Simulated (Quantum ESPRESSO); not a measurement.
The system is CoO.

```xyz
2
Lattice="0.0000 2.1315 2.1315 2.1315 0.0000 2.1315 2.1315 2.1315 0.0000" Properties=species:S:1:pos:R:3 pbc="T T T"
Co    0.0000    0.0000    0.0000
O     2.1315    2.1315    2.1315
```

- Program: Quantum ESPRESSO 7.5
- Task: phonons
- Functional: PBE
- Potentials or basis: SG15 PBE 1.2
- Cutoff: 1197 eV
- Density cutoff: 4789 eV
- k mesh: 6 × 6 × 6, shifted
- Occupations: fermi-dirac, width 0.05 eV
- Spin: collinear spin, ferromagnetic start
- Starting moments: [2.0, 0.0] μB
- Mixing beta: 0.3
- Most SCF iterations: 120
- SCF threshold: 4e-10 Ry

**Question.** What is the highest optical frequency at the zone centre?

**Answer.** 191 cm⁻¹, a mode of symmetry T1u (IR).

Optical modes at Γ, degenerate ones joined:
| cm⁻¹ | components | symmetry | active in |
| --- | --- | --- | --- |
| 191 | 3 | T1u | IR |

Caveat: the k mesh is coarse (spacing up to 0.43 Å⁻¹), so the values aren't converged; the mesh is thin for the phonons of a metal; before the sum rule the acoustic modes lie tens of cm⁻¹ from zero, a sign that the density grid also shifts the optical modes; a cell with one magnetic atom can't hold antiferromagnetic order, which such compounds often take.
